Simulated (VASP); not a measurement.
Te: relaxation of shape and atoms at fixed volume with PBEsol

Crystal: Te.

```
CELL_PARAMETERS angstrom
4.28591 0.00000 0.00000
-2.14296 3.71171 0.00000
0.00000 0.00000 5.92230
ATOMIC_POSITIONS crystal
Te 0.28453 0.00000 0.33333
Te 0.00000 0.28453 0.66667
Te 0.71547 0.71547 0.00000
```

The cell isn't the ideal one: a relaxed cell with its volume scaled by 0.98.

```
Program                : VASP 6.6.1
Task                   : relaxation of shape and atoms at fixed volume
Functional             : PBEsol
Potentials or basis    : VASP PAW PBE potentials, release 64 (Te)
Cutoff                 : 600 eV
k mesh                 : 9 × 9 × 6
Occupations            : gaussian, width 0.03 eV
Spin                   : no spin polarisation
Further INCAR settings : ALGO = Normal; EDIFF = 1e-07; IBRION = 2; EDIFFG = -0.01; NSW = 40; ISIF = 4
```

```
Energy gained by relaxing : 0.9 meV/atom
Ionic steps               : 6
Pressure after relaxing   : 0.7 GPa
Band gap on the k mesh    : none (metal or under the smearing width)
```

Forces in eV/Å, atoms in the order of the input:
```
Te   0.003  0.000  0.000
Te  -0.001  0.002  0.000
Te  -0.001 -0.002  0.000
```

The path:
```csv
step,energy change (eV),largest force (eV/Å),pressure (GPa)
1,0.0000,0.0801,1.17
2,-0.0015,0.0574,1.02
3,-0.0024,0.0043,0.59
4,-0.0027,0.0151,0.73
5,-0.0028,0.0102,0.73
6,-0.0028,0.0026,0.72
```

Final structure:
```
Te
1.0
     4.27033    0.00000    0.00000
    -2.13517    3.69822    0.00000
     0.00000    0.00000    5.96559
Te
3
Direct
  0.28799 0.00000 0.33333
  0.00000 0.28799 0.66667
  0.71201 0.71201 0.00000
```

Levels at points of the mesh, in eV from the Fermi level:
| k point | band 7 | band 8 | band 9 | band 10 | band 11 | band 12 |
| --- | --- | --- | --- | --- | --- | --- |
| (0.00, 0.00, 0.00) | -1.81 | -1.81 | -1.21 | 1.01 | 1.01 | 1.73 |
| (0.00, 0.00, 0.50) | -1.25 | -0.81 | -0.81 | 0.20 | 0.30 | 0.30 |

Run time: 4.5 min on 1 thread of Intel(R) Xeon(R) Platinum 8259CL CPU @ 2.50GHz (Skylake/Cascade Lake), with other jobs on the host, peak memory 0.3 GiB.

Caveat: the PAW data sets were made with another functional, which shifts forces and pressure a little. Spin-orbit coupling is left out, which matters for the levels of Te.
